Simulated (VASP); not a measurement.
# BaTiO3 (P4mm) in VASP: notebook, part 2 of 2

VASP 6.6.1. Earlier steps stand in the parts before.

## 6. Single point, PBE

INCAR

```
SYSTEM = BaTiO3
PREC = Accurate ; ENCUT = 460
EDIFF = 1E-7 ; ISMEAR = 0
SIGMA = 0.05 ; LREAL = .False.
LASPH = .True. ; NELM = 100
ALGO = Normal ; ISIF = 2
LWAVE = .False. ; LCHARG = .False.
GGA = PE ; NBANDS = 28
ADDGRID = .False.
```

KPOINTS

```
regular mesh
0
Gamma
  2 2 2
  0 0 0
```

POSCAR

```
BaTiO3
1.0
    3.9998000000      0.0000000000      0.0000000000
    0.0000000000      3.9998000000      0.0000000000
    0.0000000000      0.0000000000      4.0180000000
Ba Ti O
1 1 3
Direct
    0.0000000000      0.0000000000      0.0000000000
    0.5000000000      0.5000000000      0.4900000000
    0.0000000000      0.5000000000      0.5170000000
    0.5000000000      0.0000000000      0.5170000000
    0.5000000000      0.5000000000      0.0190000000
```

Potentials or basis: VASP PAW PBE potentials, release 64 (Ba_sv, Ti_sv, O).

Command:

```
cat potpaw_PBE.64/Ba_sv/POTCAR potpaw_PBE.64/Ti_sv/POTCAR potpaw_PBE.64/O/POTCAR > POTCAR
mpirun -np 1 vasp_std > vasp.out
```

OUTCAR:

```text
SYSTEM = BaTiO3
   PREC = Accurate
   ENCUT = 460
   EDIFF = 1E-7
   ISMEAR = 0
   LREAL = .False.
   LASPH = .True.
   NELM = 100
   ISIF = 2
   GGA = PE

 Found      6 irreducible k-points:

 Following reciprocal coordinates:
            Coordinates               Weight
  0.000000  0.000000  0.000000      1.000000
  0.500000  0.000000  0.000000      2.000000
  0.500000  0.500000  0.000000      1.000000
  0.000000  0.000000  0.500000      1.000000
  0.500000  0.000000  0.500000      2.000000
  0.500000  0.500000  0.500000      1.000000
   k-points           NKPTS =      6   k-points in BZ     NKDIM =      6   number of bands    NBANDS=     28
   number of dos      NEDOS =    301   number of ions     NIONS =      5
   total plane-waves  NPLWV =  21952
   dimension x,y,z NGX =    28 NGY =   28 NGZ =   28
   dimension x,y,z NGXF=    56 NGYF=   56 NGZF=   56
   ions per type =               1   1   3
   NGX,Y,Z   is equivalent  to a cutoff of  11.64, 11.64, 11.59 a.u.
   NGXF,Y,Z  is equivalent  to a cutoff of  23.28, 23.28, 23.17 a.u.
 SYSTEM =  BaTiO3
   PREC   = accura    normal or accurate (medium, high low for compatibility)
[... 58 lines left out ...]
 E-fermi :   4.3431     XC(G=0): -11.2407

 val. band max:        3.9456551076   @ k =   0.5000   0.5000   0.5000
 cond. band min:       5.4455651385   @ k =   0.0000   0.0000   0.0000
 fundamental gap:      1.4999100309
 Fermi energy:         4.3431185938

 k-point     1 :       0.0000    0.0000    0.0000
  band No.  band energies     occupation
      1     -52.9956      2.00000
      2     -29.2060      2.00000
      3     -29.2045      2.00000
      4     -29.2045      2.00000
      5     -20.9973      2.00000
      6     -12.9939      2.00000
[... 175 lines left out ...]
     27      11.3441      0.00000
     28      11.5570      0.00000

------------------------ aborting loop because EDIFF is reached ----------------------------------------

  FORCE on cell =-STRESS in cart. coord.  units (eV):
  Direction    XX          YY          ZZ          XY          YZ          ZX
  --------------------------------------------------------------------------------------
  -------------------------------------------------------------------------------------
  Total        2.0214289      2.0214289      2.6433709      0.0000000      0.0000000      0.0000000
  in kB       50.3828309     50.3828309     65.8843405      0.0000000      0.0000000      0.0000000
  external PRESSURE =      55.5500008 kB  Pullay stress =       0.0000000 kB

 VOLUME and BASIS-vectors are now :
 -----------------------------------------------------------------------------
  energy-cutoff  :      460.00
  volume of cell :       64.28
      direct lattice vectors                 reciprocal lattice vectors
     3.999800000  0.000000000  0.000000000     0.250012501  0.000000000  0.000000000
     0.000000000  3.999800000  0.000000000     0.000000000  0.250012501  0.000000000
     0.000000000  0.000000000  4.018000000     0.000000000  0.000000000  0.248880040

 POSITION                                       TOTAL-FORCE (eV/Angst)
 -----------------------------------------------------------------------------------
      0.00000      0.00000      0.00000         0.000000      0.000000     -0.035231
      1.99990      1.99990      1.96882        -0.000000      0.000000     -2.087781
      0.00000      1.99990      2.07731         0.000000     -0.000000      0.485177
      1.99990      0.00000      2.07731        -0.000000      0.000000      0.485177
      1.99990      1.99990      0.07634        -0.000000     -0.000000      1.152657
 -----------------------------------------------------------------------------------
    total drift:                                0.000000      0.000000      0.000150

  FREE ENERGIE OF THE ION-ELECTRON SYSTEM (eV)
  ---------------------------------------------------
  free  energy   TOTEN  =       -39.3481596530 eV

  energy  without entropy=      -39.3481596530  energy(sigma->0) =      -39.34815965
```

OSZICAR:

```text
N       E                     dE             d eps       ncg     rms          rms(c)
DAV:   1     0.423758315267E+03    0.42376E+03   -0.19361E+04   336   0.142E+03
DAV:   2    -0.750838513973E+01   -0.43127E+03   -0.40654E+03   400   0.408E+02
DAV:   3    -0.489287522834E+02   -0.41420E+02   -0.41048E+02   472   0.131E+02
DAV:   4    -0.506697011473E+02   -0.17409E+01   -0.17366E+01   496   0.228E+01
DAV:   5    -0.507347702084E+02   -0.65069E-01   -0.65064E-01   436   0.304E+00    0.230E+01
DAV:   6    -0.395564246643E+02    0.11178E+02   -0.57269E+01   420   0.643E+01    0.919E+00
DAV:   7    -0.394962172959E+02    0.60207E-01   -0.78400E+00   424   0.206E+01    0.637E+00
DAV:   8    -0.393402653647E+02    0.15595E+00   -0.85440E-01   420   0.789E+00    0.293E+00
DAV:   9    -0.393774211010E+02   -0.37156E-01   -0.20013E-01   424   0.348E+00    0.149E+00
DAV:  10    -0.393499385988E+02    0.27483E-01   -0.78347E-02   376   0.281E+00    0.456E-01
DAV:  11    -0.393482219221E+02    0.17167E-02   -0.10902E-02   396   0.903E-01    0.141E-01
DAV:  12    -0.393481477991E+02    0.74123E-04   -0.15911E-03   436   0.271E-01    0.510E-02
DAV:  13    -0.393481744281E+02   -0.26629E-04   -0.16071E-04   408   0.100E-01    0.335E-02
DAV:  14    -0.393481583476E+02    0.16081E-04   -0.11288E-04   412   0.100E-01    0.649E-03
DAV:  15    -0.393481604971E+02   -0.21496E-05   -0.11887E-05   432   0.220E-02    0.762E-03
DAV:  16    -0.393481597737E+02    0.72342E-06   -0.17928E-06   408   0.123E-02    0.185E-03
DAV:  17    -0.393481596396E+02    0.13413E-06   -0.26120E-07   336   0.341E-03    0.319E-04
DAV:  18    -0.393481596530E+02   -0.13399E-07   -0.19940E-08   192   0.106E-03
   1 F= -.39348160E+02 E0= -.39348160E+02  d E =-.127014E-29
```

stdout:

```text
POSCAR found type information on POSCAR BaTiO
 POSCAR found :  3 types and       5 ions
 scaLAPACK will be used
 LDA part: xc-table for (Slater+PW92), standard interpolation
 POSCAR, INCAR and KPOINTS ok, starting setup
 FFT: planning ... GRIDC
 FFT: planning ... GRID_SOFT
 FFT: planning ... GRID
 WAVECAR not read
 entering main loop
```

It took 19 s on 1 thread of Intel Xeon Platinum 8488C (Sapphire Rapids), shared host; peak memory 0.15 GiB.

These settings aren't checked as converged: the numbers below hold their error.

Results:

```yaml
Free_energy: -39.3482 eV
Pressure: 5.6 GPa
Largest_force: 2.088 eV/Å
Band_gap_on_the_k_mesh: 1.50 eV, indirect (least direct gap 1.81 eV)
```

Caveat: the k mesh is coarse (spacing up to 0.79 Å⁻¹), so the values aren't converged; the cutoff is under 1.25 times the usual one of these potentials, so pressure, stress and relaxed cells hold a basis-set (Pulay) error; spin-orbit coupling is left out, which moves the levels of the heavy elements; forces of over 1 eV/Å show positions far from the minimum, so gaps and moduli don't describe the material at rest.
